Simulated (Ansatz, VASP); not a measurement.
# LaSi3Rh in two plane-wave programs, part 2 of 2

Wanted: the spread between two codes on one cell, functional and k mesh.

VASP 6.6.1 and Ansatz 0.2.0.

So far: Starting point; Ansatz: relaxation of cell and atoms, r2SCAN; VASP: relaxation of cell and atoms, r2SCAN.

### Step 3. VASP: relaxation of cell and atoms, r2SCAN (continued)

Level of this step: r2SCAN; plane waves and PAW (La, Si, Rh_pv) (VASP).

Numbers of over 12 decimals in the logs are rounded to 6 here.

Parts of OUTCAR (step 3):

```text
ion  position               nearest neighbor table
   1  0.999  0.999  0.000-   2 3.14   2 3.14   2 3.14   2 3.14   3 3.17   4 3.17   4 3.17   3 3.17
                             4 3.36   3 3.36   4 3.36   3 3.36   5 3.38   5 3.38   5 3.38   5 3.38
   2  0.412  0.412  0.000-   5 2.39   4 2.60   3 2.60   3 2.60   4 2.60   1 3.14   1 3.14   1 3.14
                             1 3.14
   3  0.262  0.762  0.500-   5 2.38   5 2.38   2 2.60   2 2.60   4 3.02   4 3.02   4 3.02   4 3.02
                             1 3.17   1 3.17   1 3.36   1 3.36
   4  0.762  0.262  0.500-   5 2.38   5 2.38   2 2.60   2 2.60   3 3.02   3 3.02   3 3.02   3 3.02
                             1 3.17   1 3.17   1 3.36   1 3.36
   5  0.655  0.655  0.000-   3 2.38   4 2.38   3 2.38   4 2.38   2 2.39   1 3.38   1 3.38   1 3.38
                             1 3.38   1 3.40

  LATTYP: Found a body centered tetragonal cell.
 ALAT       =     4.2697357800
 C/A-ratio  =     2.3114459649

 Subroutine GETGRP returns: Found  8 space group operations
 (whereof  8 operations were pure point group operations)

The static configuration has the point symmetry C_4v.

 Found     75 irreducible k-points:

   k-points           NKPTS =     75   k-points in BZ     NKDIM =     75   number of bands    NBANDS=     25

   dimension x,y,z NGX =    48 NGY =   48 NGZ =   48
   dimension x,y,z NGXF=    96 NGYF=   96 NGZF=   96

   ENCUT  =  520.0 eV  38.22 Ry    6.18 a.u.  10.76 10.76 10.76*2*pi/ulx,y,z

   NELECT =      38.0000    total number of electrons

 k-points in reciprocal lattice and weights: Automatic mesh
   0.00000000  0.00000000  0.00000000       0.001
   0.11111111  0.00000000 -0.00000000       0.011
   0.22222222  0.00000000  0.00000000       0.011
   0.33333333  0.00000000  0.00000000       0.011
   0.44444444  0.00000000  0.00000000       0.011
   0.11111111  0.11111111 -0.00000000       0.011
   0.22222222  0.11111111  0.00000000       0.022
   0.33333333  0.11111111  0.00000000       0.022
   0.44444444  0.11111111  0.00000000       0.022
[...]
-0.44444444  0.44444444  0.44444444       0.005
  -0.44444444 -0.44444444  0.44444444       0.003

 average (electrostatic) potential at core
       1 -99.7382       2 -82.5155       3 -82.7745       4 -82.7745       5 -77.7755

 E-fermi :   9.8394

 k-point     1 :       0.0000    0.0000    0.0000
  band No.  band energies     occupation
    ...
     14       6.4404      2.00000
     15       6.6772      2.00000
     16       7.1493      2.00000
     17       8.0103      2.00000
     18       8.0103      2.00000
     19      10.0515      0.02833
     20      10.0515      0.02833
     21      11.1372      0.00000
     22      11.4357      0.00000
     23      12.2677      0.00000
    ...

 k-point     2 :       0.1111    0.0000   -0.0000
  band No.  band energies     occupation
    ...
     16       7.1387      2.00000
     17       8.0575      2.00000
     18       8.1776      2.00000
     19       9.5179      1.99678
     20       9.7248      1.81628
     21      11.2070      0.00000
     22      11.6669      0.00000
     23      12.3771      0.00000
     24      12.4128      0.00000
     25      12.4507      0.00000

 k-point     3 :       0.2222    0.0000    0.0000
  band No.  band energies     occupation
    ...
     16       7.3963      2.00000
     17       8.0448      2.00000
     18       8.2614      2.00000
     19       8.9513      2.00000
     20       9.3496      1.99989
     21      11.2861      0.00000
     22      12.0150      0.00000
     23      12.3045      0.00000
     24      12.4134      0.00000
     25      12.5535      0.00000

  Total       -0.0012526     -0.0012526     -0.0059386      0.0000000      0.0000000      0.0000000
  in kB       -0.0222908     -0.0222908     -0.1056838      0.0000000      0.0000000      0.0000000
  external PRESSURE =      -0.0500885 kB  Pullay stress =       0.0000000 kB

  energy-cutoff  :      520.00
  volume of cell :       90.03
      direct lattice vectors                 reciprocal lattice vectors
    -2.136075473  2.136075473  4.932802153     0.000000000  0.234074126  0.101362265
     2.136075473 -2.136075473  4.932802153     0.234074126  0.000000000  0.101362265
     2.136075473  2.136075473 -4.932802153     0.234074126  0.234074126  0.000000000

 POSITION                                       TOTAL-FORCE (eV/Angst)
 -----------------------------------------------------------------------------------
      2.13608      2.13608      4.92907         0.000000      0.000000      0.007318
      0.00000      0.00000      4.06227        -0.000000     -0.000000     -0.004535
      2.13608      0.00000      2.58496         0.000000     -0.000000     -0.000895
      0.00000      2.13608      2.58496        -0.000000      0.000000     -0.000895
      2.13608      2.13608      1.52503         0.000000      0.000000     -0.000994
 -----------------------------------------------------------------------------------
    total drift:                               -0.000005     -0.000005     -0.001510

  FREE ENERGIE OF THE ION-ELECTRON SYSTEM (eV)
  ---------------------------------------------------
  free  energy   TOTEN  =       -84.5360378497 eV

  energy  without entropy=      -84.5217138414  energy(sigma->0) =      -84.52887585

 reached required accuracy - stopping structural energy minimisation

 total charge
# of ion       s       p       d       f       tot
--------------------------------------------------
    1        1.987   5.679   0.732   0.156   8.553
    2        0.771   0.880   0.000   0.000   1.652
    3        0.774   0.840   0.000   0.000   1.614
    4        0.774   0.840   0.000   0.000   1.614
    5        0.436   6.380   7.295   0.000  14.111
--------------------------------------------------
tot          4.741  14.620   8.027   0.156  27.543

[... 3 further parts left out ...]
```

CONTCAR:

```
LaSi3Rh
   1.00000000000000
    -2.1360754728993223    2.1360754728993223    4.9328021531379660
     2.1360754728993223   -2.1360754728993223    4.9328021531379660
     2.1360754728993223    2.1360754728993223   -4.9328021531379660
  La              Si              Rh
     1     3     1
Direct
     0.9996212609565943    0.9996212609565943    1.0000000000000000
     0.4117611217209342    0.4117611217209342    0.0000000000000000
     0.2620179055635319    0.7620179055635320    0.5000000000000000
     0.7620179055635320    0.2620179055635319    0.5000000000000000
     0.6545807961954128    0.6545807961954128    1.0000000000000000
```

### Step 4. Comparison

Known differences besides the potentials themselves: VASP keeps PBE cores, Ansatz makes them for the functional; both relaxations stop at a tolerance, which leaves soft axes loose, and VASP keeps its plane-wave basis; the data sets hold 40 valence electrons in Ansatz (default PAW (the set named soft_2) files) and 38 in VASP; the cutoff is 500 eV in Ansatz and 520 eV in VASP; Ansatz adds a Pulay correction to the stress that steers its cell, VASP none. Total energies have different zeros and are not compared.

Compared:

| quantity | Ansatz | VASP | difference |
| --- | --- | --- | --- |
| volume (Å³) | 90.07 | 90.03 | +0.04 % |
| edge a after relaxation, in the typed setting (Å) | 5.784 | 5.784 | +0.00 % |

The walks stopped with -0.01 GPa left in Ansatz and -0.01 GPa in VASP; each walk ends within a tolerance, so the volume difference is uncertain by about these residues over the bulk modulus, most in soft cells.

### Step 5. Results

```
difference in volume (relaxation of cell and atoms, r2SCAN) : 0.040 %
```

What this shows: The difference in volume is 0.040 % (relaxation of cell and atoms, r2SCAN), within the 1.2 % picked in this series as the mark of a large difference, as far as the stopping tolerances let one tell. How closely two codes agree says nothing of how well the functional describes the real material.

[Lines on the potential files, build, host, timing and source positions are cut from VASP's logs without a mark.]

[Logs are printed without paths, hosts, clocks, repeated set-up lines and the standing remarks that a program may print on its own settings, such as how far it seeks lower states.]

[Hosts, paths, dates, database ids (printed as entryN), source tags and the programs' standing remarks are cut or masked in the printed files.]
